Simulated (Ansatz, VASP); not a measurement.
# Ti3Al in VASP and in Ansatz

```
Ti Al
1.0
     0.00000    3.21009    3.21009
     3.21009    0.00000    3.21009
     3.21009    3.21009    0.00000
Ti Al
3 1
Direct
  0.75000 0.75000 0.75000
  0.25000 0.25000 0.25000
  0.00000 0.00000 0.00000
  0.50000 0.50000 0.50000
```

The cell comes from a database or a generator and needn't be the stable form of this composition.

Alike in both runs: task single point; functional PBEsol; dispersion D4; k mesh 6 × 6 × 6; occupations fermi-dirac, width 0.15 eV; no spin polarisation.

|  | VASP | Ansatz |
| --- | --- | --- |
| version | VASP 6.6.1 | Ansatz 0.2.0 |
| potentials or method | VASP PAW PBE potentials, release 64 (Ti_sv, Al) | plane waves, PAW |
| plane-wave cutoff (eV) | 520 | 500 |
| valence electrons in the cell | 39 | 39 |

VASP gave:

| Property | Result |
| --- | --- |
| pressure (GPa) | -3.5 |
| dispersion energy (meV/atom) | -142.5 |

What did Ansatz give for the same quantities?

Pressure (GPa): -3.4; dispersion energy (meV/atom): -142.6.

Caveats: the PAW data sets were made with another functional, which shifts forces and pressure a little (VASP); pairwise dispersion overbinds metals, which lowers pressure and volume.
